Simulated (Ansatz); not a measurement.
# MnS (Browneite): the cost of one run

Program: Ansatz 0.2.0. Level of theory: DFT r²SCAN, scalar-relativistic, plane waves, PAW. These are calculated values, not measurements.

## 1. The starting structure

It takes space group F-43m (No. 216, cubic). The conventional cell has a = 5.647 Å, b = 5.647 Å, c = 5.647 Å, α = 90.00°, β = 90.00°, γ = 90.00°. Mn (site symmetry -43m) is surrounded by 4 S at 2.45 Å. S (site symmetry -43m) is surrounded by 4 Mn at 2.45 Å.

Structure file:

```xyz
2
Lattice="0.0000 2.8237 2.8237 2.8237 0.0000 2.8237 2.8237 2.8237 0.0000" Properties=species:S:1:pos:R:3 pbc="T T T"
Mn    0.0000    0.0000    0.0000
S     1.4118    1.4118    1.4118
```

An earlier run at r²SCAN left this cell at 22.514 Å³/atom and 0.00 GPa (10×10×10 mesh).

## 2. Ferromagnetic, larger cell

input.yaml

```yaml
crystal:
  lattice:
    - [0.0, 2.823686198, -2.823686198]
    - [0.0, 2.823686198, 2.823686198]
    - [5.647372396, 0.0, 0.0]
  atoms:
    - { symbol: Mn, position: [0.0, 0.0, 0.0], spin: 5.0 }
    - { symbol: S, position: [0.0, 0.5, 0.25] }
    - { symbol: Mn, position: [0.5, 0.5, 0.5], spin: 5.0 }
    - { symbol: S, position: [0.5, 1.0, 0.75] }
basis:
  ecutwfc: 500
  ecutrho_ratio: 4
kpoints:
  mp_grid: { grid: [8, 8, 6] }
hamiltonian:
  xc: r2scan
scf:
  occupations: { method: gaussian, width: 0.05 }
  lower_state_search: "off"
output:
  forces: true
  stress: true
  eigenvalues: true
  populations: true
magnetization:
  spin_polarized: true
```

The run is started by

```sh
$ ansatz run input.yaml --threads 2 --pin off --max-ram 5120MiB --backend cpu --events-out ev --progress --plain --runs-dir out
```

What time and memory should one allow on 2 threads of AMD EPYC (Zen 3), shared host?

About 2.5 min, with a peak of 0.7 GiB.
